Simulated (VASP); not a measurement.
# TiTe2 in VASP: a series of runs, part 2 of 2

VASP 6.6.1.

### Step 4. Single point, PBE

This run uses another cell than the first one, of 40.89 Å³/atom, 0.833 times its volume.

Input file INCAR:

```
PREC = Accurate
ENCUT = 460
EDIFF = 1E-7
ISMEAR = 0
SIGMA = 0.05
LREAL = F
LASPH = T
NELM = 120
ALGO = Normal
ISIF = 2
LWAVE = F
LCHARG = F
LDIPOL = T
IDIPOL = 3
DIPOL = 0.5 0.5 0.500
GGA = PE
NBANDS = 68
LVHAR = T
LVACPOTAV = T
```

Input file KPOINTS:

```
regular mesh
0
Gamma
  5 3 1
```

Input file POSCAR:

```
TiTe2
1.0
    3.7770008876      0.0000000000      0.0000000000
    0.0000000000      6.4980000000      0.0000000000
    0.0000000000      0.0000000000     19.9935886353
Te Ti
8 4
Direct
    0.0000000000      0.7372000000      0.2000641342
    0.0000000000      0.2628000000      0.3091317218
    0.5000000000      0.7372000000      0.3636655156
    0.4999999999      0.2628000000      0.4727331031
    0.0000000000      0.7372000000      0.5272668969
    0.0000000000      0.2628000000      0.6363344844
    0.5000000000      0.7372000000      0.6908682782
    0.4999999999      0.2628000000      0.7999358658
    0.5000000000      0.0000000000      0.2545979280
    0.0000000000      0.0000000000      0.4181993093
    0.5000000000      0.0000000000      0.5818006907
    0.0000000000      0.0000000000      0.7454020720
```

Potentials or basis: VASP PAW PBE potentials, release 64 (Te, Ti_sv).

On the command line:

```bash
> cat potpaw_PBE.64/Te/POTCAR potpaw_PBE.64/Ti_sv/POTCAR > POTCAR
> mpirun -np 1 vasp_std > vasp.out
```

OUTCAR:

```text
PREC = Accurate
   ENCUT = 460
   EDIFF = 1E-7
   ISMEAR = 0
   LREAL = F
   LASPH = T
   NELM = 120
   ISIF = 2
   GGA = PE

 Found      6 irreducible k-points:

 Following reciprocal coordinates:
            Coordinates               Weight
  0.000000  0.000000  0.000000      1.000000
  0.200000  0.000000  0.000000      2.000000
  0.400000  0.000000  0.000000      2.000000
  0.000000  0.333333  0.000000      2.000000
  0.200000  0.333333  0.000000      4.000000
  0.400000  0.333333  0.000000      4.000000
   k-points           NKPTS =      6   k-points in BZ     NKDIM =      6   number of bands    NBANDS=     68
   number of dos      NEDOS =    301   number of ions     NIONS =     12
   total plane-waves  NPLWV = 188160
   dimension x,y,z NGX =    28 NGY =   48 NGZ =  140
   dimension x,y,z NGXF=    56 NGYF=   96 NGZF=  280
   ions per type =               8   4
   NGX,Y,Z   is equivalent  to a cutoff of  12.32, 12.28, 11.64 a.u.
   NGXF,Y,Z  is equivalent  to a cutoff of  24.65, 24.56, 23.28 a.u.
[... 75 lines left out ...]
      5     -31.1631      2.00000
      6     -31.1631      2.00000
[... 367 lines left out ...]
     59       4.1626      0.00000
     60       4.2612      0.00000
 [bands above 60 left out]

------------------------ aborting loop because EDIFF is reached ----------------------------------------

  FORCE on cell =-STRESS in cart. coord.  units (eV):
  Direction    XX          YY          ZZ          XY          YZ          ZX
  --------------------------------------------------------------------------------------
  -------------------------------------------------------------------------------------
  Total       -3.8429620     -0.6085126     -0.1772698      0.0000000      0.0024241      0.0000000
  in kB      -12.5475555     -1.9868388     -0.5787989      0.0000000      0.0079150      0.0000000
  external PRESSURE =      -5.0377311 kB  Pullay stress =       0.0000000 kB

 VOLUME and BASIS-vectors are now :
 -----------------------------------------------------------------------------
  energy-cutoff  :      460.00
  volume of cell :      490.70
      direct lattice vectors                 reciprocal lattice vectors
     3.777000888  0.000000000  0.000000000     0.264760330  0.000000000  0.000000000
     0.000000000  6.498000000  0.000000000     0.000000000  0.153893506  0.000000000
     0.000000000  0.000000000 19.993588635     0.000000000  0.000000000  0.050016034

 POSITION                                       TOTAL-FORCE (eV/Angst)
 -----------------------------------------------------------------------------------
      0.00000      4.79033      4.00000         0.000000      0.759875     -0.096974
      0.00000      1.70767      6.18065         0.000000      0.167862     -0.435378
      1.88850      4.79033      7.27098         0.000000      0.193156     -0.298209
      1.88850      1.70767      9.45163         0.000000      0.016266      0.108452
      0.00000      4.79033     10.54196         0.000000     -0.016266     -0.108452
      0.00000      1.70767     12.72261         0.000000     -0.193156      0.298209
      1.88850      4.79033     13.81294         0.000000     -0.167862      0.435378
      1.88850      1.70767     15.99359         0.000000     -0.759875      0.096974
      1.88850      0.00000      5.09033         0.000000     -1.161842      0.520618
      0.00000      0.00000      8.36130         0.000000     -0.021790      0.287537
      1.88850      0.00000     11.63228         0.000000      0.021790     -0.287537
      0.00000      0.00000     14.90326         0.000000      1.161842     -0.520618
 -----------------------------------------------------------------------------------
    total drift:                                0.000000     -0.000000      0.000000

  FREE ENERGIE OF THE ION-ELECTRON SYSTEM (eV)
  ---------------------------------------------------
  free  energy   TOTEN  =       -63.0116027692 eV

  energy  without entropy=      -63.0000711815  energy(sigma->0) =      -63.00583698
```

OSZICAR:

```text
N       E                     dE             d eps       ncg     rms          rms(c)
DAV:   1     0.857348125423E+03    0.85735E+03   -0.39295E+04   944   0.115E+03
DAV:   2     0.486161311761E+02   -0.80873E+03   -0.77101E+03   932   0.323E+02
DAV:   3    -0.572179687573E+02   -0.10583E+03   -0.10302E+03  1176   0.109E+02
[... 17 lines left out ...]
DAV:  21    -0.630115995521E+02    0.80394E-06   -0.26706E-06  1048   0.780E-03    0.254E-02
DAV:  22    -0.630116014405E+02   -0.18884E-05   -0.35255E-06  1000   0.879E-03    0.101E-02
DAV:  23    -0.630116019269E+02   -0.48640E-06   -0.33354E-07   772   0.326E-03    0.810E-03
DAV:  24    -0.630116026712E+02   -0.74428E-06   -0.25226E-07   740   0.208E-03    0.956E-03
DAV:  25    -0.630116027692E+02   -0.97998E-07   -0.18045E-07   704   0.205E-03
   1 F= -.63011603E+02 E0= -.63005837E+02  d E =-.115316E-01
```

stdout:

```text
POSCAR found type information on POSCAR TeTi
 POSCAR found :  2 types and      12 ions
 scaLAPACK will be used
 LDA part: xc-table for (Slater+PW92), standard interpolation
 POSCAR, INCAR and KPOINTS ok, starting setup
 FFT: planning ... GRIDC
[... 28 lines left out ...]
|                                                                             |
|     Did not find any points to average over, which means that no vacuum     |
|     field-free region was found. Please increase the size of  your cell     |
|     in the dimension of the dipole correction to obtain accurate            |
|     workfunction values.                                                    |
|                                                                             |
 -----------------------------------------------------------------------------
```

Wall time 4 min (1 thread of Intel Xeon Platinum 8488C (Sapphire Rapids), shared host); peak memory 0.48 GiB.

The run converged, but some of its settings lie outside the range that counts as converged, so its numbers aren't taken as properties of the slab.

What came out:

- Free energy: -63.0116 eV
- Largest force: 1.273 eV/Å
- Band gap on the k mesh: none (metal or under the smearing width)

### Step 5. Single point, PBE

This run uses another cell than the first one, of 36.80 Å³/atom, 0.750 times its volume.

INCAR: that of step 4 with these lines changed.

```diff
@@ -12,5 +12,2 @@
 LCHARG = F
-LDIPOL = T
-IDIPOL = 3
-DIPOL = 0.5 0.5 0.500
 GGA = PE
@@ -19 +16,2 @@
 LVACPOTAV = T
+IDIPOL = 3
```

Input file KPOINTS:

```
regular mesh
0
Gamma
  6 4 1
```

Input file POSCAR:

```
TiTe2
1.0
    3.7770008876      0.0000000000      0.0000000000
    0.0000000000      6.4980000000      0.0000000000
    0.0000000000      0.0000000000     17.9935886353
Te Ti
8 4
Direct
    0.0000000000      0.7372000000      0.1667260523
    0.0000000000      0.2628000000      0.2879165787
    0.5000000000      0.7372000000      0.3485118420
    0.4999999999      0.2628000000      0.4697023684
    0.0000000000      0.7372000000      0.5302976316
    0.0000000000      0.2628000000      0.6514881580
    0.5000000000      0.7372000000      0.7120834213
    0.4999999999      0.2628000000      0.8332739477
    0.5000000000      0.0000000000      0.2273213155
    0.0000000000      0.0000000000      0.4091071052
    0.5000000000      0.0000000000      0.5908928948
    0.0000000000      0.0000000000      0.7726786845
```

On the command line:

```bash
> cat potpaw_PBE.64/Te/POTCAR potpaw_PBE.64/Ti_sv/POTCAR > POTCAR
> mpirun -np 1 vasp_std > vasp.out
```

Run time: 5.9 min. Hardware: 1 thread of Intel Xeon Platinum 8488C (Sapphire Rapids), shared host; peak memory 0.55 GiB.

These settings aren't checked as converged: the numbers below hold their error.

Results:

```yaml
Free_energy: -63.0412 eV
Largest_force: 1.282 eV/Å
Band_gap_on_the_k_mesh: none (metal or under the smearing width)
```
